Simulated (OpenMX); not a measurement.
Runs of OpenMX 3.8.5 on TaN. Symmetry: Fm-3m, No. 225, cubic system. Conventional cell: a = 4.238 Å, b = 4.238 Å, c = 4.238 Å, α = 90.00°, β = 90.00°, γ = 90.00°. Around Ta (site symmetry m-3m) lie 6 N at 2.12 Å. Around N (site symmetry m-3m) lie 6 Ta at 2.12 Å. The cell comes from a database or a generator and needn't be the stable form of this composition.

| potentials or basis | cell | k mesh | mesh quality | pressure (GPa) |
| --- | --- | --- | --- | --- |
| OpenMX 2013 PBE set, Ta7.0-s3p2d2f1, N6.0-s2p2d1, grid cutoff 400 Ry | Fm-3m, 9.52 Å³/atom | 7 × 7 × 7 | coarse | (b) |
| OpenMX 2013 PBE set, Ta7.0-s3p2d2f1, N6.0-s2p2d1, grid cutoff 400 Ry | Fm-3m, 11.68 Å³/atom | 7 × 7 × 7 | not flagged | (a) |
| OpenMX 2013 PBE set, Ta7.0-s3p2d2f1, N6.0-s2p2d1, grid cutoff 400 Ry | Fm-3m, 10.38 Å³/atom | 7 × 7 × 7 | not flagged | 8.8 |
| OpenMX 2013 PBE set, Ta7.0-s3p2d2, N6.0-s2p2, grid cutoff 400 Ry | Fm-3m, 10.81 Å³/atom | 11 × 11 × 11 | not flagged | 4.4 |
| OpenMX 2013 PBE set, Ta7.0-s3p2d2f1, N6.0-s2p2d1, grid cutoff 400 Ry | Fm-3m, 11.25 Å³/atom | 7 × 7 × 7 | not flagged | -16.6 |

Alike in all rows: task band structure; level PBE; no spin polarisation; smearing fermi-dirac 0.05 eV.

Task: Estimate the missing entries.

Result: (a) -25.7; (b) 47.9.

Caveats: some runs use coarse meshes; the basis of atomic orbitals isn't converged, which shifts pressures, moduli and gaps.
